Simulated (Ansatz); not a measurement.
Write the native input for Ansatz 0.2.0 that does the following.

```
Task                : band structure
Functional          : PBE-PBEsol
Potentials or basis : all-electron PAW datasets made for the crystal
Cutoff              : 240 eV (chosen from the basis error)
k mesh              : 10 × 10 × 10
Occupations         : methfessel-paxton, width 0.005 eV
Spin                : no spin polarisation
Crystal symmetry    : detect False
```

In:

```xyz
1
Lattice="-1.8666 1.8686 1.9439 1.7937 -1.8506 1.8530 1.9275 1.9115 -1.9259" Properties=species:S:1:pos:R:3 pbc="T T T"
In   -0.0128    0.0650    0.0295
```

The cell isn't the ideal one: cell strained at random.

One way to write it, as run:

input.yaml

```yaml
crystal:
  lattice:
    - [-1.866628, 1.868555, 1.943855]
    - [1.793715, -1.850605, 1.852993]
    - [1.92749, 1.911468, -1.925905]
  atoms:
    - { symbol: In, position: [0.024849, 0.004048, 0.013639] }
  symmetry: { detect: false }
kpoints:
  mp_grid: { grid: [10, 10, 10] }
  band_path:
    path: [[0.0, 0.5, -0.5], [0.0, 0.0, 0.0], [-0.5, 0.0, 0.5]]
    npoints: 12
scf:
  occupations: { method: methfessel_paxton, width: 0.005 }
hamiltonian:
  xc: { exchange: pbe, correlation: pbesol }
  pseudopotentials: { kind: all_electron, datasets: crystal }
output:
  forces: true
  stress: true
  eigenvalues: true
```

Potentials or basis: all-electron PAW datasets made for the crystal.

Command:

```console
$ ansatz run input.yaml --threads 1 --pin off --max-ram 2560MiB --backend cpu --events-out ev --progress --plain --runs-dir out
```

Results of the run:

```yaml
Pressure: 2.4 GPa
Band_gap_along_the_path: none (metal or under the smearing width)
```

Caveat: spin-orbit coupling is left out, which moves the levels of the heavy elements.

It took 45 s on 1 thread of AMD EPYC 7R43 64-Core Processor (Zen 3), on a shared host, peak memory 0.69 GiB.
